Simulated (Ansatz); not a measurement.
# W16S33: the cost of one run

Computed with Ansatz 0.2.0 (DFT PBE, scalar-relativistic, plane waves, PAW, unless a step's input says otherwise).

4 further runs of the same task are left out: 4 set aside as unsound or not needed. Runs told in other sessions of the task aren't counted.

**1. The structure to begin with**

Symmetry: R3m, No. 160, trigonal system. Conventional cell: a = 3.188 Å, b = 3.188 Å, c = 22.423 Å, α = 90.00°, β = 90.00°, γ = 120.00°. Around W (site symmetry 3m) lie 6 S at 2.42 Å. S (site symmetry 3m) has 3 W at 2.42 Å in its first shell of neighbours.

Structure file:

```
CELL_PARAMETERS angstrom
1.59387 0.92022 7.47445
-1.59387 0.92022 7.47445
0.00000 -1.84045 7.47445
ATOMIC_POSITIONS crystal
W 0.00068 0.00068 0.00068
S 0.40407 0.40407 0.40407
S 0.26395 0.26395 0.26395
```

It goes back to an entry of the Materials Project, which need not be the stable form.

This cell was relaxed beforehand with the same method: volume 21.93 Å³/atom, gap on the mesh 1.64 eV.

The host's static dielectric tensor, from an earlier linear-response run, has a mean of 8.80.

The perfect supercell (rows 1 1 -3; 1 -3 1; -3 1 1 in vectors of this cell) comes from an earlier run at this level (48 atoms, E(σ→0) -195063.0603 eV, gap 2.05 eV on its own mesh).

**2. Setting up the defect**

The extra atom is put at (0.781, 0.875, 0.875) of the supercell, the middle of a void of radius 2.50 Å. The other atoms start on their ideal sites. Its neighbours are 2 S at 2.50 Å, 1 S at 2.51 Å.

**3. Charge state 0**

The input, input.yaml:

```yaml
crystal:
  lattice:
    - [0.0, 7.3617871071, -7.4744493696]
    - [6.375494652, -3.6808935536, -7.4744493696]
    - [-6.375494652, -3.6808935536, -7.4744493696]
  atoms:
    - { symbol: W, position: [0.9993225509, 0.2493225509, 0.7493225509] }
    - { symbol: W, position: [0.2493225509, 0.9993225509, 0.7493225509] }
    - { symbol: W, position: [0.4993225509, 0.7493225509, 0.7493225509] }
    - { symbol: W, position: [0.9993225509, 0.4993225509, 0.4993225509] }
    - { symbol: W, position: [0.7493225509, 0.4993225509, 0.7493225509] }
    - { symbol: W, position: [0.2493225509, 0.2493225509, 0.4993225509] }
    - { symbol: W, position: [0.4993225509, 0.9993225509, 0.4993225509] }
    - { symbol: W, position: [0.9993225509, 0.7493225509, 0.2493225509] }
    - { symbol: W, position: [0.7493225509, 0.7493225509, 0.4993225509] }
    - { symbol: W, position: [0.2493225509, 0.4993225509, 0.2493225509] }
    - { symbol: W, position: [0.4993225509, 0.2493225509, 0.2493225509] }
    - { symbol: W, position: [0.9993225509, 0.9993225509, 0.9993225509] }
    - { symbol: W, position: [0.7493225509, 0.9993225509, 0.2493225509] }
    - { symbol: W, position: [0.2493225509, 0.7493225509, 0.9993225509] }
    - { symbol: W, position: [0.4993225509, 0.4993225509, 0.9993225509] }
    - { symbol: W, position: [0.7493225509, 0.2493225509, 0.9993225509] }
    - { symbol: S, position: [0.5959257297, 0.8459257297, 0.3459257297] }
    - { symbol: S, position: [0.8459257297, 0.5959257297, 0.3459257297] }
    - { symbol: S, position: [0.0959257297, 0.3459257297, 0.3459257297] }
    - { symbol: S, position: [0.5959257297, 0.0959257297, 0.0959257297] }
    - { symbol: S, position: [0.3459257297, 0.0959257297, 0.3459257297] }
    - { symbol: S, position: [0.8459257297, 0.8459257297, 0.0959257297] }
    - { symbol: S, position: [0.0959257297, 0.5959257297, 0.0959257297] }
    - { symbol: S, position: [0.5959257297, 0.3459257297, 0.8459257297] }
    - { symbol: S, position: [0.3459257297, 0.3459257297, 0.0959257297] }
    - { symbol: S, position: [0.8459257297, 0.0959257297, 0.8459257297] }
    - { symbol: S, position: [0.0959257297, 0.8459257297, 0.8459257297] }
    - { symbol: S, position: [0.5959257297, 0.5959257297, 0.5959257297] }
    - { symbol: S, position: [0.3459257297, 0.5959257297, 0.8459257297] }
    - { symbol: S, position: [0.8459257297, 0.3459257297, 0.5959257297] }
    - { symbol: S, position: [0.0959257297, 0.0959257297, 0.5959257297] }
    - { symbol: S, position: [0.3459257297, 0.8459257297, 0.5959257297] }
    - { symbol: S, position: [0.7360517194, 0.9860517194, 0.4860517194] }
    - { symbol: S, position: [0.9860517194, 0.7360517194, 0.4860517194] }
    - { symbol: S, position: [0.2360517194, 0.4860517194, 0.4860517194] }
    - { symbol: S, position: [0.7360517194, 0.2360517194, 0.2360517194] }
    - { symbol: S, position: [0.4860517194, 0.2360517194, 0.4860517194] }
    - { symbol: S, position: [0.9860517194, 0.9860517194, 0.2360517194] }
    - { symbol: S, position: [0.2360517194, 0.7360517194, 0.2360517194] }
    - { symbol: S, position: [0.7360517194, 0.4860517194, 0.9860517194] }
    - { symbol: S, position: [0.4860517194, 0.4860517194, 0.2360517194] }
    - { symbol: S, position: [0.9860517194, 0.2360517194, 0.9860517194] }
    - { symbol: S, position: [0.2360517194, 0.9860517194, 0.9860517194] }
    - { symbol: S, position: [0.7360517194, 0.7360517194, 0.7360517194] }
    - { symbol: S, position: [0.4860517194, 0.7360517194, 0.9860517194] }
    - { symbol: S, position: [0.9860517194, 0.4860517194, 0.7360517194] }
    - { symbol: S, position: [0.2360517194, 0.2360517194, 0.7360517194] }
    - { symbol: S, position: [0.4860517194, 0.9860517194, 0.7360517194] }
    - { symbol: S, position: [0.78125, 0.875, 0.875] }
  host:
    lattice:
      - [1.593873663, 0.9202233884, 7.4744493696]
      - [-1.593873663, 0.9202233884, 7.4744493696]
      - [0.0, -1.8404467768, 7.4744493696]
    atoms:
      - { symbol: W, position: [0.0006774491, 0.0006774491, 0.0006774491] }
      - { symbol: S, position: [0.4040742703, 0.4040742703, 0.4040742703] }
      - { symbol: S, position: [0.2639482806, 0.2639482806, 0.2639482806] }
basis:
  ecutwfc: 420
  xc_grid: 2
kpoints:
  mp_grid: { grid: [2, 2, 2], shift: [0.5, 0.5, 0.5] }
hamiltonian:
  xc: pbe
scf:
  occupations: { method: gaussian, width: 0.01 }
output:
  forces: true
  stress: false
  eigenvalues: true
  charged_corrections:
    defect_position: [0.78125, 0.875, 0.875]
    epsilon: [[11.5894, 0.0, 0.0], [0.0, 11.5894, 0.0], [0.0, 0.0, 3.2073]]
  write_density: true
  write_potential: true
  elf: true
  volumetric_format: npy
relax:
  adjacent_minimum: "off"
  f_tol: 0.025
  max_steps: 45
```

Started as:

```bash
ansatz run input.yaml --threads 4 --pin off --max-ram 10240MiB --backend cpu --events-out ev --progress --plain --runs-dir out
```

**Question.** How long does this run take on 4 threads of Intel Xeon Platinum 8488C (Sapphire Rapids), shared host, and how much memory does it need?

About 3.4 min, with a peak of 3.8 GiB.
